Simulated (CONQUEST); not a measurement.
# CdS (Greenockite) under changes of volume

One of the cells (25.121 Å³/atom); the others are scaled copies at fixed shape and fractional positions:

```
CELL_PARAMETERS angstrom
4.15000 0.00000 0.00000
0.00000 6.73700 0.00000
0.00000 0.00000 7.18801
ATOMIC_POSITIONS crystal
Cd 0.00000 0.50000 0.33333
Cd 0.50000 0.50000 0.83333
Cd 0.00000 0.00000 0.66667
Cd 0.50000 0.00000 0.16667
S 0.00000 0.87500 0.33333
S 0.50000 0.87500 0.83333
S 0.00000 0.37500 0.66667
S 0.50000 0.37500 0.16667
```

- Program: CONQUEST 1.3
- Functional: PBE
- Potentials or basis: PseudoDojo NC PBE, SZ, grid of 40 × 64 × 72 points
- k mesh: 7 × 4 × 4
- Occupations: fermi-dirac, width 0.05 eV
- Spin: no spin polarisation

```tsv
volume (Å³/atom)	energy over the lowest point (meV/atom)	pressure (GPa)	gap on the mesh (eV)	largest force (eV/Å)
23.614	183.80	15.5	0.81	0.153
24.116	138.82	13.2	0.72	0.137
24.618	?	?	?	?
25.121	67.88	9.5	0.54	0.128
25.623	40.65	7.9	0.45	0.126
26.126	18.15	6.5	0.37	0.118
26.628	0.00	5.1	0.29	0.102
```

What does the run at 24.618 Å³/atom give?

Energy over the lowest point 100.41 meV/atom; pressure 11.3 GPa; gap on the mesh 0.63 eV; largest force 0.133 eV/Å.

Worked out: A Birch-Murnaghan fit of order 3 (a polynomial in V^(-2/3)) to the other rows has no minimum within the range. It gives 100.43 meV/atom at 24.618 Å³/atom, against the run's 100.41, and -dE/dV = 11.3 GPa, against 11.3. A straight line through the other rows of the gap, of slope -4.35 eV per unit of ln V, gives 0.63 eV, against the run's 0.63.

Energies are extrapolated to zero smearing.

Caveats: the atomic basis is small; an odd mesh through Γ misses points on the zone boundary, where band edges often lie; the basis of atomic orbitals isn't converged, which shifts pressures, moduli and gaps. Spin-orbit coupling on Cd is left out.
